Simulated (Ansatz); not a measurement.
# I: what changed settings do

All trials start from this Ansatz input:

```yaml
crystal:
  lattice:
    - [2.5383465792, -3.7066249365, 0.0]
    - [2.5383465792, 3.7066249365, 0.0]
    - [-1.620874837, 0.0, 2.3810977968]
  atoms:
    - { symbol: I, position: [0.5, 0.5, 0.5] }
basis:
  ecutwfc: 420
kpoints:
  mp_grid: { grid: [4, 4, 6] }
hamiltonian:
  xc: pbe
scf:
  occupations: { method: gaussian, width: 0.1 }
output:
  forces: true
  stress: true
  eigenvalues: true
```

Command:

```bash
ansatz run input.yaml --threads 1 --pin off --max-ram 1331MiB --backend cpu --events-out ev --progress --plain --runs-dir out
```

The run converges in 6 SCF iterations on 34 irreducible k-points: pressure 1.00 GPa, no gap.

Settings here are deliberately varied, not converged. Each trial's input is given as a difference from the reference's; energies are extrapolated to zero smearing where there is one, and pressure is positive in compression. Charged cells sit in a uniform background, and their pressures hang on that convention.

Trial 1 (volume scaled):

```diff
 crystal:
   lattice:
-    - [2.5383465792, -3.7066249365, 0.0]
-    - [2.5383465792, 3.7066249365, 0.0]
-    - [-1.620874837, 0.0, 2.3810977968]
+    - [2.3164456592, -3.3825937382, 0.0]
+    - [2.3164456592, 3.3825937382, 0.0]
+    - [-1.4791788131, 0.0, 2.1729434824]
+total_charge: 0.25
 scf:
-  occupations: { method: gaussian, width: 0.1 }
+  occupations: { method: fermi_dirac, width: "300 K" }
+  convergence: { dr2_threshold: "1e-12 eV" }
```

The run converges in 10 SCF iterations on 34 irreducible k-points: pressure 10.35 GPa (with the neutralising background of the charged cell), no gap.